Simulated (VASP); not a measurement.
A calculation with VASP 6.6.1 of Sn (native input, structure from a POSCAR):

File INCAR:

```
SYSTEM = Sn
PREC = Accurate
ENCUT = 520
EDIFF = 1E-7
ISMEAR = 0
SIGMA = 0.1
LREAL = .FALSE.
LASPH = .TRUE.
NELM = 100
ALGO = Normal
ISIF = 2
LWAVE = .FALSE.
LCHARG = .TRUE.
GGA = PE
LELF = .TRUE.
LVHAR = .TRUE.
NBANDS = 13
```

File KPOINTS:

```
regular mesh
0
G
  11 11 11
  0 0 0
```

The input POSCAR:

```
Sn
3.4061
   -0.506896156895      0.521284460233      0.686515956666
    0.506896156895     -0.521284460233      0.686515956666
    0.506896156895      0.521284460233     -0.686515956666
Sn
1
Direct
    0.0000000000      0.0000000000      0.0000000000
```

Potentials or basis: VASP PAW PBE potentials, release 54 (Sn_d).

The run is started by

```console
$ cat potpaw_PBE.54/Sn_d/POTCAR > POTCAR
$ mpirun -np 1 vasp_std > vasp.out
```

This isn't the form of Sn at room conditions, which is tetragonal (white tin).

**Question.** Write the same calculation in another form: ASE script, structure typed inline.

**Answer.** As run:

The input run.py:

```python
from ase import Atoms
from ase.calculators.vasp import Vasp
from ase.dft.bandgap import bandgap

atoms = Atoms(
    ['Sn'],
    cell=[[-1.726539, 1.775547, 2.338342], [1.726539, -1.775547, 2.338342], [1.726539, 1.775547, -2.338342]],
    scaled_positions=[[0.0, 0.0, 0.0]],
    pbc=True,
)
calc = Vasp(
    directory='calc',
    xc='pbe',
    pp='PBE',
    setups='recommended',
    pp_version='54',
    prec='Accurate',
    encut=520,
    ediff=1e-07,
    ismear=0,
    sigma=0.1,
    lreal=False,
    lasph=True,
    nelm=100,
    algo='Fast',
    isif=2,
    lwave=False,
    lcharg=False,
    kpts=[11, 11, 11],
    gamma=True,
    nbands=13,
)
atoms.calc = calc

print('energy (eV):', atoms.get_potential_energy())
print('free energy (eV):', atoms.get_potential_energy(force_consistent=True))
print('forces (eV/A):')
print(atoms.get_forces())
print('stress (eV/A^3, Voigt):', atoms.get_stress())
print('Fermi level (eV):', calc.get_fermi_level())
gap, top, bottom = bandgap(calc)
print('band gap (eV):', gap, 'from (spin, k, band)', top, 'to', bottom)
```

Potentials or basis: VASP PAW PBE potentials, release 54 (Sn_d).

Launch:

```bash
$ python run.py
```

Both were run:

|  | native input, structure from a POSCAR | ASE script, structure typed inline |
| --- | --- | --- |
| Pressure | -1.1 GPa | -1.1 GPa |
| Band gap on the k mesh | none (metal or under the smearing width) | none (metal or under the smearing width) |

Keys that steer only the numerical path or the files written may differ.
